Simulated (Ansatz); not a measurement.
# The perfect armchair graphene nanoribbon (N = 14, H edges), part 2 of 3

Wanted: the relaxed geometry and the bands of the armchair graphene nanoribbon (N = 14, H edges).

Ansatz 0.2.0; DFT PBE, plane waves, PAW; relaxation of a wire's period (the session's first sound run).

So far. Step 2 (Relaxation of atoms and period): The cell's length comes to 4.286 Å with spin left out.

### Step 3. The perfect wire

This step: DFT PBE, plane waves, PAW; bands of a perfect wire (Ansatz 0.2.0).

At the relaxed period the bands are computed along the axis; those that cross an energy going forward count the channels that a perfect wire would open there.

Input file input.yaml:

```yaml
crystal:
  lattice:
    - [24.84, 0.0, 0.0]
    - [0.0, 7.0, 0.0]
    - [0.0, 0.0, 4.2856127338]
  atoms:
    - { symbol: C, position: [0.178473199, 0.5, 0.006866331] }
    - { symbol: C, position: [0.276547641, 0.5, 0.999856386] }
    - { symbol: C, position: [0.375954735, 0.5, 0.999928919] }
    - { symbol: C, position: [0.475192736, 0.5, 0.000232979] }
    - { symbol: C, position: [0.574461106, 0.5, 5.6713e-05] }
    - { symbol: C, position: [0.673629585, 0.5, 0.000663787] }
    - { symbol: C, position: [0.773002805, 0.5, 0.99903191] }
    - { symbol: C, position: [0.178473199, 0.5, 0.326467003] }
    - { symbol: C, position: [0.276547641, 0.5, 0.333476948] }
    - { symbol: C, position: [0.375954735, 0.5, 0.333404415] }
    - { symbol: C, position: [0.475192736, 0.5, 0.333100354] }
    - { symbol: C, position: [0.574461106, 0.5, 0.333276621] }
    - { symbol: C, position: [0.673629585, 0.5, 0.332669546] }
    - { symbol: C, position: [0.773002805, 0.5, 0.334301423] }
    - { symbol: H, position: [0.860089522, 0.5, 0.386778471] }
    - { symbol: H, position: [0.139910478, 0.5, 0.446554862] }
    - { symbol: C, position: [0.226997195, 0.5, 0.49903191] }
    - { symbol: C, position: [0.326370415, 0.5, 0.500663787] }
    - { symbol: C, position: [0.425538894, 0.5, 0.500056713] }
    - { symbol: C, position: [0.524807264, 0.5, 0.500232979] }
    - { symbol: C, position: [0.624045265, 0.5, 0.499928919] }
    - { symbol: C, position: [0.723452359, 0.5, 0.499856386] }
    - { symbol: C, position: [0.821526801, 0.5, 0.506866331] }
    - { symbol: C, position: [0.226997195, 0.5, 0.834301423] }
    - { symbol: C, position: [0.326370415, 0.5, 0.832669546] }
    - { symbol: C, position: [0.425538894, 0.5, 0.833276621] }
    - { symbol: C, position: [0.524807264, 0.5, 0.833100354] }
    - { symbol: C, position: [0.624045265, 0.5, 0.833404415] }
    - { symbol: C, position: [0.723452359, 0.5, 0.833476948] }
    - { symbol: C, position: [0.821526801, 0.5, 0.826467003] }
    - { symbol: H, position: [0.139910478, 0.5, 0.886778471] }
    - { symbol: H, position: [0.860089522, 0.5, 0.946554862] }
kpoints:
  mp_grid: { grid: [1, 1, 19] }
  band_path: { path: ["Γ", Z], npoints: 50 }
scf:
  occupations: { method: fermi_dirac, width: 0.05 }
hamiltonian:
  xc: pbe
output:
  dos: { e_range: [-5, 4] }
  write_potential: true
  write_density: true
  volumetric_format: npy
  elf: true
```

Command:

```bash
> ansatz run input.yaml --threads 4 --pin off --max-ram 16384MiB --backend cpu --events-out ev --progress --plain --runs-dir out
```

Numbers of over 12 decimals in the logs are rounded to 6 here.

The log of the run:

```text
[...]
Crystal: 32 atoms, lattice volume = 745.182 Å³
Basis set: ecut = 420 eV, 14595 PW (Γ)
Bands: 90, of which v1, the nominal top of the filled ones, is band 58 counted from 1 (57 counted from 0)
Symmetry: 8 space group operations
[...]
k-points: 10 of 19
[...]
SCF iter   1: F=—  HF=-7089.590151 eV  |F-HF|=—  |Δ(HF+E_count)|=         —  Δρ=2.63e-3  dr2=1.52e-1  ethr=1.77e-3  ⟨swp⟩=9.6  Hψ=5240  notcnv=0  defer=176
[...]
SCF iter   8: F=-7089.558017 eV  HF=-7089.558017 eV  |F-HF|=1.32e-8  |Δ(HF+E_count)|=   5.06e-7  Δρ=2.39e-6  dr2=2.12e-8  ethr=8.62e-11  ⟨swp⟩=26.7  Hψ=6516  notcnv=0
SCF 1 converged in 8 iterations: F = -7089.558017 eV  dr2 = 2.12e-8
[...]
NSCF: frozen V_eff on 51 k-points
WARN: The output density's exchange-correlation potential varies sharply where the density is thin. Do not read a vacuum level from v_tot or v_xc, or from such a field of the output density. On a cell that repeats whose density bears no net charge and no dipole along the vacuum's axis use v_es (v_loc + v_h of the components); under efield.dipole_correction with no amplitude use v_es + v_field, which holds any externa [...]
SCF converged after 8 iterations
Free energy (F): -7089.558017 eV
[...]
Internal energy: -7089.552746 eV  (E = F + TS)
E sigma→0 (E₀):  -7089.555381 eV
Entropy (-TS):   -0.005271 eV (-0.165 meV/atom)
Fermi energy:    -0.210544 eV
[...]
--- Band table (eV; the first three rows and the last of 10) ---
  k-point 0: bands = [... 54 lower, -1.6786, -1.3107, -1.0125, -0.2807, -0.1404, 0.5457, 0.9041, 1.0700, ... 28 higher]
  k-point 1: bands = [... 54 lower, -1.8013, -1.3454, -1.1735, -0.6368, 0.2086, 0.7113, 0.9212, 1.2060, ... 28 higher]
  k-point 2: bands = [... 54 lower, -2.1120, -1.5482, -1.4342, -1.0581, 0.6097, 0.9723, 1.0876, 1.5573, ... 28 higher]
  k-point 9: bands = [... 54 lower, -3.3477, -3.1064, -2.7322, -2.6275, 1.6057, 1.7254, 2.2517, 2.5383, ... 28 higher]
```

Run time: 48 s. Hardware: 4 threads of Arm Neoverse V2, shared host; peak memory 2.7 GiB.

This step gave:

| Property | Result |
| --- | --- |
| band gap | 0.1403 eV |

The electronic bands at the labelled points (eV, zero at the Fermi level):

```csv
point,band 55,band 56,band 57,band 58,band 59,band 60,band 61,band 62
Γ,-1.47,-1.10,-0.80,-0.07,0.07,0.76,1.11,1.28
halfway,-2.56,-2.21,-1.99,-1.76,1.50,1.85,1.92,2.59
Z,-3.02,-3.02,-2.47,-2.47,1.87,1.87,2.60,2.60
```

Electrostatic potential energy in the ca plane at fractional y = 0.500, with atoms of C and H within 0.2 Å of it. With pseudopotentials it is smooth inside the atoms' cores, unlike the true potential.

Ten even steps from '_' (-62 eV) to '@' (3 eV), each cell a mean:
```
@@@@@@@@@@@@@@@@@@@@@@@@@@@@
@@@@@@@@@@@@@@@@@@@@@@@@@@@@
@@@@@@@@@@@@@@@@@@@@@@@@@@@@
##@@@@@@%%====++##%%##**====
##%%@@%%##++::..--**++::::==
__--##==____==##%%@@@@%%++..
%%@@@@@@%%++..__--**==____==
..--##++....==##%%@@%%##++::
**##%%%%**==--::++##**--::==
==**%%##++==--==**%%##==--==
::==##++::::==**##%%%%##++::
##%%@@%%%%++..__--##==....==
__::**==____==%%@@@@@@%%++..
##%%@@%%%%++..__--##==....==
::==##++::::==**%%%%%%##++::
==**%%##++==--==**%%##==--==
**##%%%%**++--::++##**--::==
..--##++....==##%%@@%%%%++::
%%%%@@@@%%++..__--**==____==
__::**==__..==%%@@@@@@%%**::
##%%@@%%##**==##@@@@@@%%++++
@@@@@@@@@@@@@@@@@@@@@@@@@@@@
@@@@@@@@@@@@@@@@@@@@@@@@@@@@
@@@@@@@@@@@@@@@@@@@@@@@@@@@@
```
Columns run along c (4.3 Å; values clipped at the 3rd and 97th percentile), rows up along a (24.8 Å). Atoms in or near the plane, at fractional coordinates: C at (0.01, 0.18), C at (0.00, 0.28), C at (0.00, 0.38), C at (0.00, 0.48), C at (0.00, 0.57), C at (0.00, 0.67), C at (0.00, 0.77), C at (0.33, 0.18), C at (0.33, 0.28), C at (0.33, 0.38), C at (0.33, 0.48), C at (0.33, 0.57), C at (0.33, 0.67), C at (0.33, 0.77) and more.

Valence density in the ca plane at fractional y = 0.500, with atoms of C and H within 0.2 Å of it. It is the smooth field of the valence electrons, not physical close to the nuclei.

Values in e/Å³, 24 rows by 14 columns, each cell a mean:
```
0.0 0.0 0.0 0.0 0.0 0.0 0.0 0.0 0.0 0.0 0.0 0.0 0.0 0.0
0.0 0.0 0.0 0.0 0.0 0.0 0.0 0.0 0.0 0.0 0.0 0.0 0.0 0.0
0.1 0.1 0.0 0.0 0.1 0.2 0.2 0.1 0.0 0.0 0.0 0.1 0.1 0.2
0.7 0.3 0.1 0.2 0.5 1.4 1.6 1.1 0.8 0.7 0.8 1.0 1.5 1.6
1.0 0.6 0.4 0.5 0.8 1.5 1.9 1.6 1.5 1.4 1.5 1.6 1.8 1.7
1.7 1.6 1.4 1.5 1.7 1.9 1.7 0.9 0.5 0.3 0.4 0.7 1.4 1.9
0.8 0.4 0.3 0.3 0.7 1.4 1.9 1.8 1.6 1.5 1.6 1.7 1.9 1.6
1.7 1.5 1.4 1.5 1.6 1.9 1.7 0.9 0.5 0.3 0.4 0.8 1.4 1.9
1.1 0.7 0.5 0.6 1.0 1.6 1.8 1.5 1.2 1.1 1.2 1.4 1.8 1.7
1.3 0.9 0.8 0.9 1.2 1.7 1.8 1.3 1.0 0.8 0.9 1.2 1.7 1.8
1.5 1.3 1.2 1.3 1.5 1.8 1.7 1.1 0.7 0.5 0.6 0.9 1.5 1.8
0.9 0.5 0.3 0.4 0.7 1.4 1.9 1.7 1.5 1.4 1.5 1.6 1.9 1.7
1.8 1.6 1.5 1.6 1.7 1.9 1.6 0.8 0.4 0.3 0.3 0.7 1.4 1.9
0.9 0.5 0.3 0.4 0.7 1.4 1.9 1.7 1.5 1.4 1.5 1.6 1.9 1.7
1.5 1.3 1.2 1.3 1.5 1.8 1.7 1.1 0.7 0.5 0.6 0.9 1.6 1.9
1.3 0.9 0.8 0.9 1.2 1.7 1.8 1.3 1.0 0.8 0.9 1.2 1.7 1.8
1.1 0.7 0.5 0.6 1.0 1.6 1.8 1.5 1.2 1.1 1.2 1.4 1.8 1.7
1.7 1.5 1.4 1.4 1.6 1.9 1.7 0.9 0.5 0.3 0.4 0.8 1.5 1.9
0.9 0.4 0.3 0.4 0.7 1.4 1.9 1.8 1.6 1.5 1.6 1.7 1.9 1.7
1.8 1.7 1.6 1.7 1.7 1.9 1.6 0.8 0.4 0.2 0.3 0.6 1.3 1.9
0.8 0.5 0.4 0.5 0.7 1.2 1.4 0.7 0.2 0.1 0.2 0.5 1.3 1.3
0.0 0.0 0.0 0.0 0.0 0.1 0.1 0.1 0.0 0.0 0.0 0.0 0.1 0.1
0.0 0.0 0.0 0.0 0.0 0.0 0.0 0.0 0.0 0.0 0.0 0.0 0.0 0.0
0.0 0.0 0.0 0.0 0.0 0.0 0.0 0.0 0.0 0.0 0.0 0.0 0.0 0.0
```
Columns run along c (4.3 Å), rows up along a (24.8 Å). Atoms in or near the plane, at fractional coordinates: C at (0.01, 0.18), C at (0.00, 0.28), C at (0.00, 0.38), C at (0.00, 0.48), C at (0.00, 0.57), C at (0.00, 0.67), C at (0.00, 0.77), C at (0.33, 0.18), C at (0.33, 0.28), C at (0.33, 0.38), C at (0.33, 0.48), C at (0.33, 0.57), C at (0.33, 0.67), C at (0.33, 0.77) and more.

ELF in the ca plane at fractional y = 0.500, with atoms of C and H within 0.2 Å of it. It is the smooth field of the valence electrons, not physical close to the nuclei.

Ten even steps from '_' (0.00 × 1e-1) to '@' (9.89 × 1e-1), each cell a mean:
```
____________________________
__________....____________..
##--__::**%%%%++..____==%%@@
@@++__--%%@@@@##++====**%%@@
**--::--++##**==++##**--++##
--++%%##--==##**--..::++##++
**::..::++##++--++%%##--==##
--++##**--++##**--::::++##**
++==----++##**==++**++==**##
++======++####++==++==++####
==++****==++##**------++##**
**--..::++##++--++%%**--++##
--++%%##--==##**::..::++##++
**--..::++##++--++%%**--==##
==++****==++##**------++##**
++======++####++==++==++**##
**==----++##**==++**++==**##
--++##**--++##**--::::++##**
**::..::++##++--++%%##--==##
--++%%**--++##**--..::++##**
%%==----##@@@@@@**__==@@@@@@
==..____--**##**::__..++####
____________________________
____________________________
```
Columns run along c (4.3 Å), rows up along a (24.8 Å). Atoms in or near the plane, at fractional coordinates: C at (0.01, 0.18), C at (0.00, 0.28), C at (0.00, 0.38), C at (0.00, 0.48), C at (0.00, 0.57), C at (0.00, 0.67), C at (0.00, 0.77), C at (0.33, 0.18), C at (0.33, 0.28), C at (0.33, 0.38), C at (0.33, 0.48), C at (0.33, 0.57), C at (0.33, 0.67), C at (0.33, 0.77) and more.

The gap is 0.140 eV, with spin left out.

### Step 4. Another level of theory, k-mesh 1×1×15

This step: DFT LDA, plane waves, PAW; bands of a perfect wire at the PBE geometry (Ansatz 0.2.0).

The atoms stay at the PBE geometry and the functional changes. At fixed atoms LDA and the gradient-corrected functionals usually give like bands; this run checks that. Against the first PBE run of this kind, the mesh along the wire has 15 points against 19.

Edit input.yaml of step 3 so:

```diff
@@ -39,3 +39,3 @@
 kpoints:
-  mp_grid: { grid: [1, 1, 19] }
+  mp_grid: { grid: [1, 1, 15] }
   band_path: { path: ["Γ", Z], npoints: 50 }
@@ -44,8 +44,2 @@
 hamiltonian:
-  xc: pbe
-output:
-  dos: { e_range: [-5, 4] }
-  write_potential: true
-  write_density: true
-  volumetric_format: npy
-  elf: true
+  xc: lda
```

The log of the run:

```text
[...]
Crystal: 32 atoms, lattice volume = 745.182 Å³
Basis set: ecut = 420 eV, 14595 PW (Γ)
Bands: 90, of which v1, the nominal top of the filled ones, is band 58 counted from 1 (57 counted from 0)
Symmetry: 8 space group operations
[...]
k-points: 8 of 15
[...]
SCF iter   1: F=—  HF=-6864.275447 eV  |F-HF|=—  |Δ(HF+E_count)|=         —  Δρ=4.60e-3  dr2=1.98e-1  ethr=1.77e-3  ⟨swp⟩=10.2  Hψ=4318  notcnv=0  defer=131
[...]
SCF iter   8: F=-6864.241934 eV  HF=-6864.241934 eV  |F-HF|=1.65e-8  |Δ(HF+E_count)|=   7.76e-7  Δρ=2.06e-6  dr2=1.89e-8  ethr=8.62e-11  ⟨swp⟩=27.0  Hψ=5013  notcnv=0
SCF 1 converged in 8 iterations: F = -6864.241934 eV  dr2 = 1.89e-8
[...]
SCF converged after 8 iterations
Free energy (F): -6864.241934 eV
[...]
Internal energy: -6864.235341 eV  (E = F + TS)
E sigma→0 (E₀):  -6864.238638 eV
Entropy (-TS):   -0.006594 eV (-0.206 meV/atom)
Fermi energy:    -0.471692 eV
[...]
--- Band table (eV; the first three rows and the last of 8) ---
  k-point 0: bands = [... 54 lower, -1.9337, -1.5719, -1.2694, -0.5425, -0.4009, 0.2774, 0.6389, 0.7896, ... 28 higher]
  k-point 1: bands = [... 54 lower, -2.1272, -1.6273, -1.5153, -1.0081, 0.0519, 0.5308, 0.6636, 1.0040, ... 28 higher]
  k-point 2: bands = [... 54 lower, -2.5762, -2.0343, -1.7709, -1.5429, 0.5520, 0.7389, 1.0561, 1.5220, ... 28 higher]
  k-point 7: bands = [... 54 lower, -3.6399, -3.3335, -3.0018, -2.8683, 1.2843, 1.4364, 1.9128, 2.2750, ... 28 higher]
```

Run time: 42 s. Hardware: 4 threads; peak memory 2.5 GiB; 2.7 min of CPU time.

This step gave:

* energy at zero smearing: -6864.2386 eV
* band gap: 0.1415 eV

Electronic bands along the path, in eV, zero at the Fermi level:

```csv
point,band 55,band 56,band 57,band 58,band 59,band 60,band 61,band 62
Γ,-1.46,-1.10,-0.80,-0.07,0.07,0.75,1.11,1.26
halfway,-2.56,-2.20,-1.99,-1.75,1.47,1.82,1.90,2.58
Z,-3.02,-3.02,-2.46,-2.46,1.82,1.82,2.56,2.56
```

The gap is 0.142 eV, against 0.140 eV under PBE at the relaxed period.

### Step 5. Another level of theory, k-mesh 1×1×15 (run 2)

This step: DFT PBEsol, plane waves, PAW; bands of a perfect wire at the PBE geometry (Ansatz 0.2.0).

The atoms stay at the PBE geometry and the functional changes. At fixed atoms LDA and the gradient-corrected functionals usually give like bands; this run checks that. Against the first PBE run of this kind, the mesh along the wire has 15 points against 19.

Edit input.yaml of step 4 so:

```diff
@@ -44,2 +44,2 @@
 hamiltonian:
-  xc: lda
+  xc: pbesol
```

The log of the run:

```text
[...]
Crystal: 32 atoms, lattice volume = 745.182 Å³
Basis set: ecut = 420 eV, 14595 PW (Γ)
Bands: 90, of which v1, the nominal top of the filled ones, is band 58 counted from 1 (57 counted from 0)
Symmetry: 8 space group operations
[...]
k-points: 8 of 15
[...]
--- Band table (eV; the first three rows and the last of 8) ---
  k-point 0: bands = [... 54 lower, -1.7354, -1.3689, -1.0686, -0.3365, -0.1960, 0.4881, 0.8493, 1.0061, ... 28 higher]
  k-point 1: bands = [... 54 lower, -1.9287, -1.4252, -1.3145, -0.8051, 0.2606, 0.7423, 0.8754, 1.2208, ... 28 higher]
  k-point 2: bands = [... 54 lower, -2.3773, -1.8344, -1.5702, -1.3420, 0.7646, 0.9542, 1.2700, 1.7403, ... 28 higher]
  k-point 7: bands = [... 54 lower, -3.4428, -3.1369, -2.8055, -2.6726, 1.5165, 1.6683, 2.1463, 2.5093, ... 28 higher]
[key lines of the parts left out:]
SCF converged after 8 iterations
Free energy (F): -6969.241677 eV
Fermi energy:    -0.266225 eV
```

Wall time 42 s (4 threads); peak memory 2.5 GiB.

The electronic bands at the labelled points (eV, zero at the Fermi level):

```csv
point,band 55,band 56,band 57,band 58,band 59,band 60,band 61,band 62
Γ,-1.47,-1.10,-0.80,-0.07,0.07,0.75,1.12,1.27
halfway,-2.57,-2.21,-1.99,-1.76,1.49,1.84,1.92,2.59
Z,-3.03,-3.03,-2.47,-2.47,1.85,1.85,2.59,2.59
```

The gap is 0.140 eV, against 0.140 eV under PBE at the relaxed period.

### Step 6. Another level of theory, cutoff 500 eV, k-mesh 1×1×15

This step: DFT r2SCAN, plane waves, PAW; bands of a perfect wire at the PBE geometry (Ansatz 0.2.0).

The atoms stay at the PBE geometry and the functional changes. r2SCAN also reads the kinetic-energy density; it often gives larger moments and wider gaps than PBE, at a higher cost. Against the first PBE run of this kind, the cutoff is 500 eV against 420 and the mesh along the wire has 15 points against 19.

Edit input.yaml of step 5 so:

```diff
@@ -44,2 +44,2 @@
 hamiltonian:
-  xc: pbesol
+  xc: r2scan
```

The log of the run:

```text
[...]
Crystal: 32 atoms, lattice volume = 745.182 Å³
Basis set: ecut = 500 eV, 18869 PW (Γ), exchange–correlation on 768×216×128 points (64 copies of the dense FFT grid, shifted against one another)
Bands: 90, of which v1, the nominal top of the filled ones, is band 58 counted from 1 (57 counted from 0)
Symmetry: 8 space group operations
[...]
k-points: 8 of 15
[...]
--- Band table (eV; the first three rows and the last of 8) ---
  k-point 0: bands = [... 54 lower, -1.7959, -1.4031, -1.0871, -0.3045, -0.1570, 0.5793, 0.9583, 1.1404, ... 28 higher]
  k-point 1: bands = [... 54 lower, -1.9985, -1.4641, -1.3460, -0.8047, 0.3321, 0.8488, 0.9886, 1.3672, ... 28 higher]
  k-point 2: bands = [... 54 lower, -2.4697, -1.8952, -1.6200, -1.3751, 0.8724, 1.0787, 1.4108, 1.9177, ... 28 higher]
  k-point 7: bands = [... 54 lower, -3.5990, -3.2797, -2.9320, -2.7940, 1.7045, 1.8646, 2.3682, 2.7538, ... 28 higher]
[key lines of the parts left out:]
SCF converged after 8 iterations
Free energy (F): -7109.547917 eV
Fermi energy:    -0.230776 eV
```

Elapsed: 71 s, on 4 threads; peak memory 4 GiB.

The electronic bands at the labelled points (eV, zero at the Fermi level):

```csv
point,band 55,band 56,band 57,band 58,band 59,band 60,band 61,band 62
Γ,-1.57,-1.17,-0.86,-0.07,0.07,0.81,1.19,1.37
halfway,-2.72,-2.35,-2.11,-1.87,1.61,1.98,2.06,2.77
Z,-3.21,-3.21,-2.63,-2.63,2.01,2.01,2.79,2.79
```

The gap is 0.148 eV, against 0.140 eV under PBE at the relaxed period.

### Step 7. The series together

Times are for 4 threads of Arm Neoverse V2, shared host. Results by setting:

```csv
no.,level,band gap (eV),time,memory (GiB)
1,LDA,0.1415,42 s,2.5
2,PBEsol,0.1405,42 s,2.5
3,r2SCAN,0.1475,71 s,4.0
```

[end of part 2 of 3]

[Logs are printed without paths, hosts, clocks, repeated set-up lines and the standing remarks that a program may print on its own settings, such as how far it seeks lower states.]

[Hosts, paths, dates, database ids (printed as entryN), source tags and the programs' standing remarks are cut or masked in the printed files.]
